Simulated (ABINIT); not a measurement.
Zn in ABINIT: the effect of functional

Crystal: Zn.

```
CELL_PARAMETERS angstrom
-1.56904 1.56904 1.56904
1.56904 -1.56904 1.56904
1.56904 1.56904 -1.56904
ATOMIC_POSITIONS crystal
Zn 0.00000 0.00000 0.00000
```

This isn't the form of Zn at room conditions, which is hcp.

Alike in all runs:

| Item | Value |
| --- | --- |
| Program | ABINIT 10.8.3 (patched build) |
| Task | band structure |
| Potentials or basis | JTH PAW PBE v2.0 |
| Cutoff | 707 eV |
| k mesh | 12 × 12 × 12 |
| Occupations | fermi-dirac, width 0.05 eV |
| Spin | no spin polarisation |

```tsv
functional	pressure (GPa)
LDA	-8.4
PBEsol	-5.3
BLYP	6.1
AM05	-5.5
r2SCAN	-5.1
SCAN	?
```

Q: What does the run with functional SCAN give?

A: Pressure -6.8 GPa.

Caveats: the PAW data sets were made with another functional, which shifts forces and pressure a little.
